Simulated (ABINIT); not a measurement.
Input of an ABINIT 10.8.3 (patched build) run:

The input run.py:

```python
import json, os
import numpy as np
from ase.eos import EquationOfState
from ase.units import GPa
from ase.calculators.mixing import SumCalculator
from dftd4.ase import DFTD4
from ase.calculators.abinit import Abinit, AbinitProfile
from ase import Atoms

atoms = Atoms(['Ta'],
              cell=[[-1.65128, 1.65128, 1.65128], [1.65128, -1.65128, 1.65128], [1.65128, 1.65128, -1.65128]],
              scaled_positions=[[0.0, 0.0, 0.0]],
              pbc=True)

profile = AbinitProfile(command='abinit', pp_paths=[os.path.abspath('pseudos')])
params = dict(
    pps='pawxml', xc='PBE',
    ecut=517.0163,
    pawecutdg=1034.0327,
    kptopt=1,
    ngkpt=[11, 11, 11],
    nshiftk=1,
    shiftk=[0.0, 0.0, 0.0],
    ixc=11,
    nband=11,
    occopt=3,
    tsmear=0.05,
    nstep=100,
    tolvrs=1e-09,
    prtwf=0,
    prtden=0,
)

cell0 = atoms.cell.copy()
volumes, energies = [], []
for i, x in enumerate([0.94, 0.96, 0.98, 1.0, 1.02, 1.04, 1.06]):
    atoms.set_cell(cell0 * x ** (1 / 3), scale_atoms=True)
    atoms.calc = SumCalculator([Abinit(profile=profile, directory=f'v{i}', **params), DFTD4(method='pbe')])
    volumes.append(atoms.get_volume() / len(atoms))
    dft, disp = atoms.calc.mixer.calcs
    energies.append((dft.get_property('free_energy', atoms) + disp.get_property('energy', atoms)) / len(atoms))
    print(f'{x:5.2f} {volumes[-1]:10.5f} A^3/atom {energies[-1]:14.6f} eV/atom', flush=True)
    json.dump(dict(volumes=volumes, energies=energies), open('results.json', 'w'))
v0, e0, b0 = EquationOfState(volumes, energies, eos='birchmurnaghan').fit()
print(f'V0 {v0:.4f} A^3/atom  E0 {e0:.6f} eV/atom  B0 {b0 / GPa:.2f} GPa')
```

Potentials or basis: JTH PAW PBE v2.0.

Run with:

```sh
$ python run.py
```

(1) Predict the pressure derivative of the bulk modulus.

(2) Predict the equilibrium volume.

(3) Predict the bulk modulus.

Results:

(1) 4.1 (rough: it moves with the points fitted).

(2) 18.00 Å³/atom.

(3) 201 GPa.

Caveat: pressures at fixed basis lie under the slope of the energies; the log and the count of SCF iterations are those of the last ABINIT call alone.

**The experiment to reproduce.**

“Refinement of the equation of state of tantalum”, 2004, arxiv:cond-mat/0403080 quotes, for a bulk crystal of Ta: bulk modulus 194 GPa.

Against the measured bulk modulus of Ta, 194 GPa (quoted in “Refinement of the equation of state of tantalum”, 2004, arxiv:cond-mat/0403080), the calculated 201 GPa is off by +3.8 %. The fit is for a static lattice scaled at fixed shape and fixed fractional positions.
